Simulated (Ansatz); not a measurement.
System: wurtzite InN. Method: HSE06 (Ansatz, a program for electronic structure, PAW).

The input as run:

Ansatz 0.2 input:
```yaml
crystal:
  lattice:
    - [1.7685000424, -3.0631319266, 0.0]
    - [1.7685000424, 3.0631319266, 0.0]
    - [0.0, 0.0, 5.703]
  atoms:
    - { symbol: In, position: [0.6666666667, 0.3333333333, 0.499857795] }
    - { symbol: In, position: [0.3333333333, 0.6666666667, -0.000142205] }
    - { symbol: N, position: [0.6666666667, 0.3333333333, 0.879142205] }
    - { symbol: N, position: [0.3333333333, 0.6666666667, 0.379142205] }
basis:
  ecutwfc: 460
  ecutrho_ratio: 4
  xc_grid: 2
kpoints:
  mp_grid: { grid: [9, 9, 6] }
hamiltonian:
  xc: hse06
  dispersion: none
  pseudopotentials: { kind: paw }
scf:
  occupations: { method: fermi_dirac, width: 0.01 }
  convergence: { dr2_threshold: 0.0000000004 }
output:
  forces: true
  stress: true
  eigenvalues: true
```

The run printed, among other lines:

```
WARN output.stress: scf.exx.energy_threshold = 1e-6 eV is looser than the 4e-8 eV advised for a stress under a hybrid functional (1e-8 eV for each atom of the …
Crystal: 4 atoms, lattice volume = 61.788 Å³
Basis set: ecut = 460 eV, 1387 PW (Γ), exchange–correlation on 50×50×80 points (8 copies of the dense FFT grid, shifted against one another)
Bands: 22, of which v1, the nominal top of the filled ones, is band 18 counted from 1 (17 counted from 0)
Symmetry: 12 space group operations
Space group: P63mc (ITA 186), of the structure as read, at distance tolerance 4.0e-5 Å
k-points: 48 of 486 (time reversal used)
SCF iter   1: F=—  HF=-11963.222549 eV  |F-HF|=—  |Δ(HF+E_count)|=         —  Δρ=2.50e-3  dr2=5.30e-3
SCF iter   2: F=—  HF=-11963.223542 eV  |F-HF|=—  |Δ(HF+E_count)|=   9.93e-4  Δρ=1.73e-3  dr2=1.64e-3
  ...
SCF 1 converged in 8 iterations: F = -11963.223257 eV  dr2 = 6.01e-11
Crystal: 4 atoms, lattice volume = 61.788 Å³
Initial density: handed on by an earlier stage of this run
Crystal: 4 atoms, lattice volume = 61.788 Å³
SCF iter   5: F=—  HF=-11970.853622 eV  |F-HF|=—  |Δ(HF+E_count)|=   1.21e-8  Δρ=2.61e-6  dr2=4.18e-9
SCF iter   6: F=-11970.853622 eV  HF=-11970.853622 eV  |F-HF|=5.64e-11  |Δ(HF+E_count)|=   1.27e-9  Δρ=3.97e-7  dr2=6.17e-11
SCF 3 converged in 6 iterations: F = -11970.853622 eV  dr2 = 6.17e-11
Free energy (F): -11970.853622 eV
Internal energy: -11970.853622 eV  (E = F + TS)
E sigma→0 (E₀):  -11970.853622 eV
Fermi energy:    9.221233 eV
--- Forces (eV/Å), atoms counted from 1 ---
  atom   1  In    -0.00000000    -0.00000000    -0.01218496
  atom   2  In     0.00000000     0.00000000    -0.01218496
  atom   3  N      0.00000000    -0.00000000     0.01218851
  atom   4  N     -0.00000000     0.00000000     0.01218851
--- Stress (GPa, compression-positive) ---
        0.017378       0.000000       0.000000
        0.000000       0.017378       0.000000
        0.000000       0.000000       0.050870
  P = ⅓ Tr σ = 0.0285 GPa (0.285 kbar)
```

The PAW data were made under PBE.

Note: cell and atoms aren't relaxed at this level.
